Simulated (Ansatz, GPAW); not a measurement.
## A script for AgI (GLLB-SC)

These are simulated results from GPAW 26.7.0, not measurements. The cell was built from a prototype and was relaxed with r2SCAN in plane waves (Ansatz 0.2.0). Not every such cell is a known phase. All runs are without spin polarisation.

Space group F-43m (No. 216), cubic; a = 6.577 Å in the conventional setting, 35.57 Å³ an atom. Ag has 4 I at 2.85 Å; I has 4 Ag at 2.85 Å.

GLLB-SC is a model potential. Its fundamental gap is the Kohn-Sham gap plus a derivative discontinuity, which the script evaluates at the band edges among the listed k points. Its total energy isn't variational and serves nothing here.

run.py reads:

```python
import json
from ase import Atoms
from gpaw import GPAW, PW, FermiDirac

atoms = Atoms(['Ag', 'I'],
              cell=[[0.0, 3.288575, 3.288575], [3.288575, 0.0, 3.288575], [3.288575, 3.288575, 0.0]],
              scaled_positions=[[-0.0, 0.0, 0.0], [0.25, 0.25, 0.25]],
              pbc=True)
calc = GPAW(mode=PW(400), xc='GLLBSC', kpts={'size': (4, 4, 4), 'gamma': True},
            occupations=FermiDirac(0.02), maxiter=100, legacy_gpaw=True, txt='gpaw.txt')
atoms.calc = calc
res = {'energy': atoms.get_potential_energy(force_consistent=True)}
res['electrons'] = calc.get_number_of_electrons()
res['k'] = calc.get_ibz_k_points().tolist()
res['levels'] = [calc.get_eigenvalues(kpt=i).tolist() for i in range(len(res['k']))]
points = [[0.0, 0.0, 0.0], [-0.5, -0.5, 0.0], [-0.375, -0.375, 0.25], [-0.375, 0.0, 0.375], [0.0, 0.0, 0.5], [-0.5, -0.25, 0.25]]
bands = calc.fixed_density(kpts=points, symmetry='off', nbands=round(res['electrons']) // 2 + 6, convergence={'bands': -2}, txt='bands.txt')
res['points'] = [bands.get_eigenvalues(kpt=i).tolist() for i in range(len(points))]
homo, lumo = bands.get_homo_lumo()
potential = calc.hamiltonian.xc.response.calculate_discontinuity_potential(homo, lumo)
res['discontinuity'] = bands.hamiltonian.xc.response.calculate_discontinuity(potential)
json.dump(res, open('results.json', 'w'))
print('free energy (eV):', round(res['energy'], 5))
```

Command: `python run.py`. It took 15 s on 1 thread of Arm Neoverse V1 (shared host), peak memory 0.17 GiB.

The log gpaw.txt, trimmed of paths, versions and times, then the last line on the terminal. An iter line gives the energy in eV and the logarithms of the changes of orbitals (plane waves alone) and density (c: converged):

```
___ ___ ___ _ _ _
 |   |   |_  | | | |

 | | | | | . | | | |

 |__ |  _|___|_____|  26.7.0
 |___|_|

Input parameters:
  kpts: {gamma: True,
         size: (4, 4, 4)}
  maxiter: 100
  mode: {ecut: 400.0,
         name: pw}
  occupations: {fixmagmom: False,
                name: fermi-dirac,
                width: 0.02}
  xc: GLLBSC

System changes: positions, numbers, cell, pbc, initial_charges, initial_magmoms

Initialize ...

species:
  Ag:
    name:    Silver
    Z:       47.0
    valence: 17
    core:    30
    charge:  0.0  # [|e|]
    compensation charges:
      type: gauss
      rc: 0.40  # [Å]
      lmax: 2
    cutoffs:
      filter: 2.35  # [Å]
      core: 2.19  # [Å]
    projectors
    | kind |    occ | energy [eV] | rcut [Å] |

    |------|--------|-------------|----------|

    |   5s |  1.000 |      -6.187 |    1.286 |

    |   4p |  6.000 |     -60.965 |    1.328 |

    |   5p |  0.000 |      -1.933 |    1.328 |

    |   4d | 10.000 |      -9.899 |    1.180 |

    |    s |        |      21.024 |    1.286 |

    |    d |        |      17.313 |    1.180 |

    Using partial waves for Ag as LCAO basis

  I:
    name:    Iodine
    Z:       53.0
    valence: 7
    core:    46
    charge:  0.0  # [|e|]
    compensation charges:
      type: gauss
      rc: 0.37  # [Å]
      lmax: 2
    cutoffs:
      filter: 2.06  # [Å]
      core: 2.96  # [Å]
    projectors
    | kind |    occ | energy [eV] | rcut [Å] |

    |------|--------|-------------|----------|

    |   5s |  2.000 |     -20.049 |    1.164 |

    |   5p |  5.000 |     -10.166 |    1.164 |

    |    s |        |       7.162 |    1.164 |

    |    p |        |      17.045 |    1.164 |

    |    d |        |       0.000 |    1.164 |

    Using partial waves for I as LCAO basis

Reference energy: -337988.414645  # eV

Spin-paired calculation

Convergence criteria:
 Maximum [total energy] change in last 3 cyles: 0.0005 eV / valence electron
 Maximum integral of absolute [dens]ity change: 0.0001 electrons / valence electron
 Maximum integral of absolute [eigenst]ate change: 4e-08 eV^2 / valence electron
 Maximum number of scf [iter]ations: 100
 (Square brackets indicate name in SCF output, whereas a 'c' in
 the SCF output indicates the quantity has converged.)

Symmetries present (total): 24

  ( 1  0  0)  ( 1  0  0)  ( 1  0 -1)  ( 1  0 -1)  ( 1 -1  0)  ( 1 -1  0)
  ( 0  1  0)  ( 0  0  1)  ( 0  1 -1)  ( 0  0 -1)  ( 0 -1  1)  ( 0 -1  0)
  ( 0  0  1)  ( 0  1  0)  ( 0  0 -1)  ( 0  1 -1)  ( 0 -1  0)  ( 0 -1  1)

  ( 0  1  0)  ( 0  1  0)  ( 0  1 -1)  ( 0  1 -1)  ( 0  0  1)  ( 0  0  1)
  ( 1  0  0)  ( 0  0  1)  ( 1  0 -1)  ( 0  0 -1)  ( 1  0  0)  ( 0  1  0)
  ( 0  0  1)  ( 1  0  0)  ( 0  0 -1)  ( 1  0 -1)  ( 0  1  0)  ( 1  0  0)

  ( 0  0 -1)  ( 0  0 -1)  ( 0 -1  1)  ( 0 -1  1)  ( 0 -1  0)  ( 0 -1  0)
  ( 1  0 -1)  ( 0  1 -1)  ( 1 -1  0)  ( 0 -1  0)  ( 1 -1  0)  ( 0 -1  1)
  ( 0  1 -1)  ( 1  0 -1)  ( 0 -1  0)  ( 1 -1  0)  ( 0 -1  1)  ( 1 -1  0)

  (-1  1  0)  (-1  1  0)  (-1  0  1)  (-1  0  1)  (-1  0  0)  (-1  0  0)
  (-1  0  1)  (-1  0  0)  (-1  1  0)  (-1  0  0)  (-1  1  0)  (-1  0  1)
  (-1  0  0)  (-1  0  1)  (-1  0  0)  (-1  1  0)  (-1  0  1)  (-1  1  0)

64 k-points: 4 x 4 x 4 Monkhorst-Pack grid + [1/8,1/8,1/8]
8 k-points in the irreducible part of the Brillouin zone
       k-points in crystal coordinates                weights
   0:     0.00000000    0.00000000    0.00000000          1/64
   1:     0.25000000    0.25000000    0.00000000          6/64
   2:     0.25000000    0.25000000    0.25000000          8/64
   3:     0.50000000    0.25000000   -0.25000000          6/64
   4:     0.50000000    0.25000000    0.25000000         12/64
   5:     0.50000000    0.50000000    0.00000000          3/64
   6:     0.50000000    0.50000000    0.25000000         24/64
   7:     0.50000000    0.50000000    0.50000000          4/64

Wave functions: Plane wave expansion
  Cutoff energy: 400.000 eV
  Number of coefficients (min, max): 1256, 1308
  Pulay-stress correction: 0.000000 eV/Ang^3 (de/decut=0.000000)
  Using FFTW library
  ScaLapack parameters: grid=1x1, blocksize=None
  Wavefunction extrapolation:
    Improved wavefunction reuse through dual PAW basis

Occupation numbers: Fermi-Dirac:
  width: 0.0200  # eV

Eigensolver
   Davidson(niter=2)

Densities:
  Coarse grid: 24*24*24 grid
  Fine grid: 48*48*48 grid
  Total Charge: 0.000000

Density mixing:
  Method: separate
  Backend: msr1
  Linear mixing parameter: 0.05
  old densities: 10
  Width of damping distribution: 1.1
  Damping of long wavelength oscillations: 20

Hamiltonian:
  XC and Coulomb potentials evaluated on a 48*48*48 grid
  Using the GLLBSC Exchange-Correlation functional
  External potential:
    NoExternalPotential

XC parameters: GLLBSC functional being used consists of
  -----------------------------------------------------------------------
  | Weight | Module     | Description                                   |

  -----------------------------------------------------------------------
  |  1.000 | SCREENING  | GGA_X_PBE_SOL with 2 nearest neighbor stencil |

  |  1.000 | RESPONSE   | eps=0.0500 eV                                 |

  |  1.000 | XC         | GGA_C_PBE_SOL with 2 nearest neighbor stencil |

  -----------------------------------------------------------------------

Memory estimate:
  Process memory now: 113.52 MiB
  Calculator: 13.75 MiB
    Density: 6.57 MiB
      Arrays: 2.74 MiB
      Localized functions: 1.72 MiB
      Mixer: 2.11 MiB
    Hamiltonian: 1.84 MiB
      Arrays: 1.79 MiB
      XC: 0.00 MiB
      Poisson: 0.00 MiB
      vbar: 0.04 MiB
    Wavefunctions: 5.34 MiB
      Arrays psit_nG: 2.55 MiB
      Eigensolver: 0.46 MiB
      Projections: 0.06 MiB
      Projectors: 1.58 MiB
      PW-descriptor: 0.69 MiB

Total number of cores used: 1

Number of atoms: 2
Number of atomic orbitals: 16
Number of bands in calculation: 16
Number of valence electrons: 24
Bands to converge: occupied

... initialized

Initializing position-dependent things.

Density initialized from atomic densities
Creating initial wave functions:
  16 bands from LCAO basis set
Positions:
   0 Ag     0.000000    0.000000    0.000000    ( 0.0000,  0.0000,  0.0000)
   1 I      1.644287    1.644287    1.644287    ( 0.0000,  0.0000,  0.0000)

Unit cell:
           periodic     x           y           z      points  spacing
  1. axis:    yes    0.000000    3.288575    3.288575    24     0.1582
  2. axis:    yes    3.288575    0.000000    3.288575    24     0.1582
  3. axis:    yes    3.288575    3.288575    0.000000    24     0.1582

  Lengths:   4.650747   4.650747   4.650747
  Angles:   60.000000  60.000000  60.000000

Effective grid spacing dv^(1/3) = 0.1726

iter:   1    -5.837767
iter:   2    -5.478043   -0.85  -1.62
iter:   3    -5.516194   -2.24  -1.62
iter:   4    -5.447858   -2.61  -1.68
iter:   5    -5.491218   -2.66  -2.04
iter:   6    -5.474869   -3.17  -1.97
iter:   7    -5.479585   -3.59  -1.93
iter:   8    -5.493287   -3.76  -2.06
iter:   9    -5.499275   -4.39  -2.31
iter:  10    -5.507764   -4.39  -2.39
iter:  11    -5.523638   -4.00  -2.52
iter:  12    -5.535624   -4.32  -2.86
iter:  13    -5.535461c  -5.82  -2.99
iter:  14    -5.545049c  -4.61  -3.07
iter:  15    -5.538765c  -4.93  -2.99
iter:  16    -5.540166c  -6.02  -3.56
iter:  17    -5.538455c  -6.35  -3.84
iter:  18    -5.538840c  -7.11  -3.91
iter:  19    -5.538879c  -8.05c -4.95c

Converged after 19 iterations.

Energy contributions relative to reference atoms: (reference = -337988.414645)

Kinetic:        +49.923678
Potential:      -48.465128
External:        +0.000000
XC:              -7.728596
Entropy (-ST):   -0.000000
Local:           +0.731167
SIC:             +0.000000
--------------------------
Free energy:     -5.538879
Extrapolated:    -5.538879

GLLBSC response reference energy: 1.05895 eV (from HOMO)

Showing only first 2 kpts
 Kpt  Band  Eigenvalues  Occupancy
  0    10      1.05900    2.00000
  0    11      1.05900    2.00000
  0    12      2.78204    0.00000
  0    13      7.15715    0.00000

  1    10      0.22869    2.00000
  1    11      0.22869    2.00000
  1    12      4.68726    0.00000
  1    13      5.82111    0.00000

Fermi level: 1.90046

Gap: 1.723 eV
Transition (v -> c):
  (s=0, k=0, n=11, [0.00, 0.00, 0.00]) -> (s=0, k=0, n=12, [0.00, 0.00, 0.00])
No difference between direct/indirect transitions

free energy (eV): -5.53888
```

The gap in the log is over the mesh alone; results.json adds the listed points. GLLB-SC gives a gap of 2.53 eV (1.723 eV Kohn-Sham over the listed points plus 0.805 eV discontinuity). On the same cell, plane-wave PBE (Ansatz, 6×6×6 k points and the special points) gives a gap of 1.34 eV and r2SCAN a gap of 1.82 eV; on shared hosts these took about 3.7 and 8.8 core-seconds on the 2-atom cell, against 15 for the script. Spin-orbit coupling, left out in all these runs, can cut or reorder the gap by tenths of an eV, up to about 1 eV with Pb or Bi.

No spin-orbit coupling is included; it can move band edges with weight on the heavy atoms by tenths of an eV.
